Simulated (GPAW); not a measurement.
The system is ZrO2.

```
Zr O
1.0
     0.00000    2.54507    2.54507
     2.54507    0.00000    2.54507
     2.54507    2.54507    0.00000
Zr O
1 2
Direct
  0.00000 0.00000 0.00000
  0.75000 0.75000 0.75000
  0.25000 0.25000 0.25000
```

Measurements of this composition are mostly on another form, of space group No. 14.

Program: GPAW 26.7.0. Alike in all runs: task band structure; no spin polarisation; cell as given; k mesh 9 × 9 × 9; cutoff (eV) 800; smearing fermi-dirac 0.05 eV.

Problem. Order these runs on this cell by their band gap on the k mesh, lowest first.
A. level GLLB-SC; potentials or basis the program's PAW data sets (release 1.2.1) made for this functional, pw
B. level AM05; potentials or basis PAW data sets generated in the run's folder for this functional, pw
C. level BLYP; potentials or basis PAW data sets generated in the run's folder for this functional, pw; eigensolver davidson

Solution. B (3.33 eV), C (3.48 eV), A (6.35 eV).

Caveats: the GLLB-SC gap is the Kohn-Sham gap of the path plus the derivative discontinuity (some runs); a model potential gives levels but no total energy (some runs); an odd mesh through Γ misses points on the zone boundary, where band edges often lie (some runs).

Runs at the PBE level aren't shown here.
